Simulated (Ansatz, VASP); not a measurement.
# TiO2: VASP beside Ansatz, part 2 of 2

One calculation is typed for both programs; each brings its own data sets. How far apart do they land? The cell is taken from a series of runs on this material, whose earlier steps may have relaxed, scaled, displaced or heated it; both programs get it as it stands.

VASP 6.6.1 and Ansatz 0.2.0.

So far: Set-up; Ansatz: G0W0 gap, LDA.

### Step 3. VASP: G0W0 gap, LDA

Level of this step: G0W0 on LDA, no spin polarisation; plane waves and PAW (Ti_sv_GW, O_GW) (VASP).

The same cell, functional (in two slightly different forms) and mesh now go to VASP, with its own data sets.

Lines of VASP's logs that name or quote its potential files are left out, and so is its time.

The run reads the wave functions of an earlier VASP run, which isn't shown here.

Contents of INCAR:

```
SYSTEM = TiO2
PREC = Accurate
ENCUT = 440
ISMEAR = 0
SIGMA = 0.01
LREAL = .FALSE.
GGA = CA
NBANDS = 368
LASPH = .TRUE.
ALGO = EVGW0
NELMGW = 1
ENCUTGW = 96
NOMEGA = 64
PRECFOCK = Fast
NBANDSGW = 48
LWAVE = .FALSE.
LCHARG = .FALSE.
```

Contents of POSCAR:

```
TiO2
1.0
    5.2910000000      0.0000000000      0.0000000000
   -2.6455000000      4.5821404114      0.0000000000
    0.0000000000      0.0000000000      6.1330000000
Ti O
3 6
Direct
    0.4584369692      0.0000000000      0.3333333333
    0.0000000000      0.4584369692      0.6666666667
    0.5415630308      0.5415630308      0.0000000000
    0.4119210658      0.2878300503      0.2237616203
    0.7121699497      0.1240910155      0.5570949537
    0.8759089845      0.5880789342      0.8904282870
    0.2878300503      0.4119210658      0.7762383797
    0.1240910155      0.7121699497      0.4429050463
    0.5880789342      0.8759089845      0.1095717130
```

Contents of KPOINTS:

```
Automatic mesh
0
Gamma
6 6 2
0 0 0
```

PAW data sets: Ti_sv_GW and O_GW (LDA family, release 64).

Launch:

```bash
$ mpirun -np 16 vasp_std
```

Numbers of over 12 decimals in the logs are rounded to 6 here.

The log of the run:

```text
[banner, memory and clock lines left out]
running   16 mpi-ranks, on    1 nodes
 distrk:  each k-point on   16 cores,    1 groups
 distr:  one band on    1 cores,   16 groups

 POSCAR found type information on POSCAR TiO
 POSCAR found :  2 types and       9 ions
|                                                                             |
|           W    W    AA    RRRRR   N    N  II  N    N   GGGG   !!!           |
|           W    W   A  A   R    R  NN   N  II  NN   N  G    G  !!!           |
|           W    W  A    A  R    R  N N  N  II  N N  N  G       !!!           |
|           W WW W  AAAAAA  RRRRR   N  N N  II  N  N N  G  GGG   !            |
|           WW  WW  A    A  R   R   N   NN  II  N   NN  G    G                |
|           W    W  A    A  R    R  N    N  II  N    N   GGGG   !!!           |
|                                                                             |
|     For optimal performance we recommend to set                             |
|       NCORE = 2 up to number-of-cores-per-socket                            |
|     NCORE specifies how many cores store one orbital (NPAR=cpu/NCORE).      |
|     This setting can greatly improve the performance of VASP for DFT.       |
|     The default, NCORE=1 might be grossly inefficient on modern             |
|     multi-core architectures or massively parallel machines. Do your        |
|     Unfortunately you need to use the default for GW and RPA                |
|     calculations (for HF NCORE is supported but not extensively tested      |
|     yet).                                                                   |
|                                                                             |

|                                                                             |
|           W    W    AA    RRRRR   N    N  II  N    N   GGGG   !!!           |
|           W    W   A  A   R    R  NN   N  II  NN   N  G    G  !!!           |
|           W    W  A    A  R    R  N N  N  II  N N  N  G       !!!           |
|           W WW W  AAAAAA  RRRRR   N  N N  II  N  N N  G  GGG   !            |
|           WW  WW  A    A  R   R   N   NN  II  N   NN  G    G                |
|           W    W  A    A  R    R  N    N  II  N    N   GGGG   !!!           |
|                                                                             |
|     The default for ENCUTGWSOFT is different in this version of VASP.       |
|     please manually set ENCUTGWSOFT =96 in the INCAR file.                  |
|                                                                             |

 LDA part: xc-table for (Slater(with rela. corr.)+CA(PZ))
 , standard interpolation
 found WAVECAR, reading the header
 POSCAR, INCAR and KPOINTS ok, starting setup
 FFT: planning ... GRIDC
 FFT: planning ... GRID_SOFT
 FFT: planning ... GRID
 reading WAVECAR
 the WAVECAR file was read successfully
 initial charge from wavefunction
 available memory per node:     27.75 GB, setting MAXMEM to     28412

 The Fermi energy was updated, please check that it is located mid-gap
 values below the HOMO (VB) or above the LUMO (CB) will cause erroneous energies
 E-fermi :   1.0425

 calculate exact exchange contribution
 the WAVEDER file was read successfully
energies w=
    0.000    0.000    1.301    0.000    2.600    0.000    3.893    0.000
    5.180    0.000    6.457    0.000    7.723    0.000    8.976    0.000
   10.216    0.000   11.441    0.000   12.651    0.000   13.845    0.000
   15.025    0.000   16.189    0.000   17.339    0.000   18.476    0.000
   19.600    0.000   20.713    0.000   21.817    0.000   22.911    0.000
   23.999    0.000   25.082    0.000   26.162    0.000   27.240    0.000
   28.319    0.000   29.401    0.000   30.488    0.000   31.582    0.000
   32.685    0.000   33.802    0.000   34.933    0.000   36.083    0.000
   37.254    0.000   38.450    0.000   39.674    0.000   40.932    0.000
   42.226    0.000   43.563    0.000   44.948    0.000   46.386    0.000
   47.886    0.000   49.453    0.000   51.098    0.000   52.830    0.000
   54.661    0.000   56.604    0.000   58.674    0.000   60.888    0.000
   63.268    0.000   65.839    0.000   68.629    0.000   71.673    0.000
   75.015    0.000   78.705    0.000   82.808    0.000   87.403    0.000
   92.591    0.000   98.501    0.000  105.299    0.000  113.208    0.000
  122.528    0.000  133.675    0.000  147.242    0.000  164.110    0.000
 responsefunction array rank=     336
 LDA part: xc-table for (Slater(with rela. corr.)+CA(PZ))
 , standard interpolation

 min. memory requirement per mpi rank    473.0 MB, per node   7568.5 MB

 allocating   4 responsefunctions rank=   336
 shmem allocating  64 responsefunctions rank=   336
 response function shared by NCSHMEM nodes    1
 Doing            4  frequencies on each core in blocks of           64
NQ=   1    0.0000    0.0000    0.0000,
|.........|.........|.........|.........|.........|.........|.........|.........
 performed       2215000 updates of chi_q(r,r)
 total number of BLAS operations       1758.81 Gflops
NQ=   2    0.1667    0.0000    0.0000,
|.........|.........|.........|.........|.........|.........|.........|.........
 performed       6055000 updates of chi_q(r,r)
 total number of BLAS operations       4964.43 Gflops
NQ=   3    0.3333    0.0000    0.0000,
|.........|.........|.........|.........|.........|.........|.........|.........
 performed       9895000 updates of chi_q(r,r)
 total number of BLAS operations       8013.24 Gflops
NQ=   4    0.5000    0.0000    0.0000,
|.........|.........|.........|.........|.........|.........|.........|.........
 performed      12746000 updates of chi_q(r,r)
 total number of BLAS operations      10291.22 Gflops
NQ=   5    0.1667    0.1667    0.0000,
|.........|.........|.........|.........|.........|.........|.........|.........
 performed      16092000 updates of chi_q(r,r)
 total number of BLAS operations      13032.41 Gflops
NQ=   6    0.3333    0.1667    0.0000,
|.........|.........|.........|.........|.........|.........|.........|.........
 performed      20356000 updates of chi_q(r,r)
 total number of BLAS operations      16289.99 Gflops
NQ=   7    0.3333    0.3333    0.0000,
|.........|.........|.........|.........|.........|.........|.........|.........
 performed      22783000 updates of chi_q(r,r)
 total number of BLAS operations      18328.75 Gflops
NQ=   8    0.0000    0.0000    0.5000,
|.........|.........|.........|.........|.........|.........|.........|.........
 performed      24998000 updates of chi_q(r,r)
 total number of BLAS operations      20166.59 Gflops
NQ=   9    0.1667    0.0000    0.5000,
|.........|.........|.........|.........|.........|.........|.........|.........
 performed      28838000 updates of chi_q(r,r)
 total number of BLAS operations      23234.78 Gflops
NQ=  10    0.3333    0.0000    0.5000,
|.........|.........|.........|.........|.........|.........|.........|.........
 performed      32678000 updates of chi_q(r,r)
 total number of BLAS operations      26225.79 Gflops
NQ=  11    0.5000    0.0000    0.5000,
|.........|.........|.........|.........|.........|.........|.........|.........
 performed      35529000 updates of chi_q(r,r)
 total number of BLAS operations      28561.81 Gflops
NQ=  12    0.1667    0.1667    0.5000,
|.........|.........|.........|.........|.........|.........|.........|.........
 performed      38875000 updates of chi_q(r,r)
 total number of BLAS operations      31234.89 Gflops
NQ=  13    0.3333    0.1667    0.5000,
|.........|.........|.........|.........|.........|.........|.........|.........
 performed      43139000 updates of chi_q(r,r)
 total number of BLAS operations      34772.35 Gflops
NQ=  14    0.3333    0.3333    0.5000,
|.........|.........|.........|.........|.........|.........|.........|.........
 performed      45566000 updates of chi_q(r,r)
 total number of BLAS operations      36736.29 Gflops
 resolving degeneracies of screened two electron integrals

 calculate QP shifts <psi_nk| G(iteration)W_0 |psi_nk>: iteration 1
 entering main loop
```

From OUTCAR (step 3):

```text
ion  position               nearest neighbor table
   1  0.458  0.000  0.333-   4 1.79   8 1.79   9 1.80   5 1.80
   2  0.000  0.458  0.667-   5 1.79   7 1.79   6 1.80   8 1.80
   3  0.542  0.542  0.000-   9 1.79   6 1.79   4 1.80   7 1.80
   4  0.412  0.288  0.224-   1 1.79   3 1.80
   5  0.712  0.124  0.557-   2 1.79   1 1.80
   6  0.876  0.588  0.890-   3 1.79   2 1.80
   7  0.288  0.412  0.776-   2 1.79   3 1.80
   8  0.124  0.712  0.443-   1 1.79   2 1.80
   9  0.588  0.876  0.110-   3 1.79   1 1.80

  LATTYP: Found a hexagonal cell.
 ALAT       =     5.2910000000
 C/A-ratio  =     1.1591381591

 Subroutine GETGRP returns: Found  6 space group operations
 (whereof  2 operations were pure point group operations)

The static configuration has the point symmetry C_2 .
 The point group associated with its full space group is D_3 .

 Found     14 irreducible k-points:

   k-points           NKPTS =     14   k-points in BZ     NKDIM =     72   number of bands    NBANDS=    368

   dimension x,y,z NGX =    36 NGY =   36 NGZ =   42
   dimension x,y,z NGXF=    72 NGYF=   72 NGZF=   84

   ENCUT  =  440.0 eV  32.34 Ry    5.69 a.u.   9.05  9.05 10.49*2*pi/ulx,y,z

   NELECT =      72.0000    total number of electrons

  energy-cutoff  :      440.00
  volume of cell :      148.69
      direct lattice vectors                 reciprocal lattice vectors
     5.291000000  0.000000000  0.000000000     0.189000189  0.109119310  0.000000000
    -2.645500000  4.582140411  0.000000000     0.000000000  0.218238620  0.000000000
     0.000000000  0.000000000  6.133000000     0.000000000  0.000000000  0.163052340

 k-points in reciprocal lattice and weights: Automatic mesh
   0.00000000  0.00000000  0.00000000       0.014
   0.16666667  0.00000000  0.00000000       0.083
   0.33333333  0.00000000  0.00000000       0.083
   0.50000000  0.00000000  0.00000000       0.042
   0.16666667  0.16666667  0.00000000       0.083
   0.33333333  0.16666667  0.00000000       0.167
   0.33333333  0.33333333  0.00000000       0.028
   0.00000000  0.00000000  0.50000000       0.014
   0.16666667  0.00000000  0.50000000       0.083
[...]
0.33333333  0.16666667  0.50000000       0.167
   0.33333333  0.33333333  0.50000000       0.028

 E-fermi :   1.0425

 QP shifts <psi_nk| G(iteration)W_0 |psi_nk>: iteration 1
 for sc-GW calculations column KS-energies equals QP-energies in previous step
 and V_xc(KS)=  KS-energies - (<T + V_ion + V_H > + <T+V_H+V_ion>^1  + <V_x>^1)
 k-point   1 :       0.0000    0.0000    0.0000
  band No.  KS-energies  QP-energies   sigma(KS)   V_xc(KS)     V^pw_x(r,r')   Z            occupation Imag(sigma)
    ...
     33      -1.6848      -2.0912     -19.0552     -18.4803     -23.2421       0.7067       2.0000       0.3062
     34      -1.1248      -1.5437     -19.3978     -18.8098     -23.7533       0.7124       2.0000       0.2855
     35      -1.0674      -1.4439     -19.6836     -19.1551     -23.9782       0.7124       2.0000       0.2797
     36      -1.0674      -1.4439     -19.6836     -19.1551     -23.9782       0.7124       2.0000       0.2797
     37       3.0565       5.1703     -17.0533     -19.9573     -11.4275       0.7279       0.0000      -0.2971
     38       3.5268       5.5696     -17.0051     -19.8469     -11.5735       0.7188       0.0000      -0.3042
     39       3.5268       5.5696     -17.0051     -19.8469     -11.5735       0.7188       0.0000      -0.3042
     40       3.8724       5.9050     -17.1673     -20.0089     -11.7071       0.7153       0.0000      -0.3214
    ...

 k-point   2 :       0.1667    0.0000    0.0000
  band No.  KS-energies  QP-energies   sigma(KS)   V_xc(KS)     V^pw_x(r,r')   Z            occupation Imag(sigma)
    ...
     33      -1.4373      -1.8739     -19.1601     -18.5473     -23.4600       0.7126       2.0000       0.2968
     34      -1.2095      -1.6082     -19.4678     -18.9077     -23.7824       0.7119       2.0000       0.2874
     35      -1.1785      -1.5409     -19.5964     -19.0865     -23.8216       0.7108       2.0000       0.2832
     36      -1.0226      -1.4022     -19.6697     -19.1383     -23.9625       0.7145       2.0000       0.2785
     37       3.1255       5.2163     -16.9633     -19.8453     -11.3781       0.7254       0.0000      -0.2972
     38       3.4335       5.4968     -16.9859     -19.8348     -11.5584       0.7243       0.0000      -0.3006
     39       3.5175       5.5677     -17.1073     -19.9610     -11.6755       0.7184       0.0000      -0.3057
     40       3.8167       5.8557     -17.1235     -19.9583     -11.7221       0.7193       0.0000      -0.3136
    ...

 k-point   3 :       0.3333    0.0000    0.0000
  band No.  KS-energies  QP-energies   sigma(KS)   V_xc(KS)     V^pw_x(r,r')   Z            occupation Imag(sigma)
    ...
     33      -1.5066      -1.8842     -19.4112     -18.8797     -23.6322       0.7107       2.0000       0.2970
     34      -1.4239      -1.8363     -19.3517     -18.7725     -23.6672       0.7121       2.0000       0.2954
     35      -1.1061      -1.4993     -19.5999     -19.0471     -23.9184       0.7113       2.0000       0.2829
     36      -0.8684      -1.2510     -19.8061     -19.2716     -24.1341       0.7160       2.0000       0.2745
     37       3.1709       5.2528     -16.7610     -19.6135     -11.2535       0.7298       0.0000      -0.2917
     38       3.2559       5.3240     -16.9973     -19.8606     -11.5038       0.7222       0.0000      -0.3015
     39       3.5167       5.5828     -17.0114     -19.8719     -11.5413       0.7223       0.0000      -0.3032
     40       3.9191       5.9531     -17.1792     -20.0208     -11.7533       0.7158       0.0000      -0.3196
    ...

 k-point   4 :       0.5000    0.0000    0.0000
  band No.  KS-energies  QP-energies   sigma(KS)   V_xc(KS)     V^pw_x(r,r')   Z            occupation Imag(sigma)
    ...
     33      -1.5545      -2.0484     -19.0239     -18.3329     -23.4528       0.7148       2.0000       0.3026
     34      -1.5222      -1.9355     -19.3207     -18.7391     -23.6127       0.7108       2.0000       0.2981
     35      -1.0294      -1.4261     -19.6919     -19.1358     -24.0529       0.7135       2.0000       0.2807
     36      -0.7795      -1.1643     -19.9167     -19.3816     -24.2807       0.7190       2.0000       0.2729
     37       3.1620       5.2313     -16.8693     -19.7257     -11.3570       0.7244       0.0000      -0.2979
     38       3.1717       5.2554     -16.7504     -19.6064     -11.2484       0.7296       0.0000      -0.2909
     39       3.5134       5.5923     -16.9523     -19.8158     -11.4577       0.7260       0.0000      -0.3022
     40       4.1155       6.1569     -17.4282     -20.3072     -11.9108       0.7090       0.0000      -0.3385
    ...

[... 4 further parts left out ...]
```

This run has no spin polarisation, so a moment on Ti, if there is one, isn't seen.

### Step 4. Side by side

Known differences besides the potentials themselves: the two LDA forms differ slightly; fixed occupations in Ansatz, narrow Gaussian smearing in VASP; the cutoff is 420 eV in Ansatz and 440 eV in VASP; VASP's log shows a relativistic correction to its local exchange, Ansatz's none; Ansatz integrates over frequency by contour deformation, VASP on a grid of NOMEGA points; Ansatz's G0W0 levels solve the quasiparticle equation, VASP's are linearised. Total energies have different zeros and are not compared.

Both answers:

```tsv
quantity	Ansatz	VASP	difference
G0W0 gap on the mesh (eV)	5.98	6.11	-0.13
Kohn-Sham gap under it (eV)	3.65	3.64	+0.01
```

### Step 5. Outcome

```yaml
difference_in_g0w0_gap_on_the_mesh_g0w0_gap_lda: -0.13 eV
```

The difference in G0W0 gap on the mesh is -0.13 eV (G0W0 gap, LDA). Such differences can come from data sets, numerical settings and the points named under the comparisons, not from the functional's error against experiment.

[Lines on the potential files, build, host, timing and source positions are cut from VASP's logs without a mark.]

[Logs are printed without paths, hosts, clocks, repeated set-up lines and the standing remarks that a program may print on its own settings, such as how far it seeks lower states.]

[Hosts, paths, dates, database ids (printed as entryN), source tags and the programs' standing remarks are cut or masked in the printed files.]
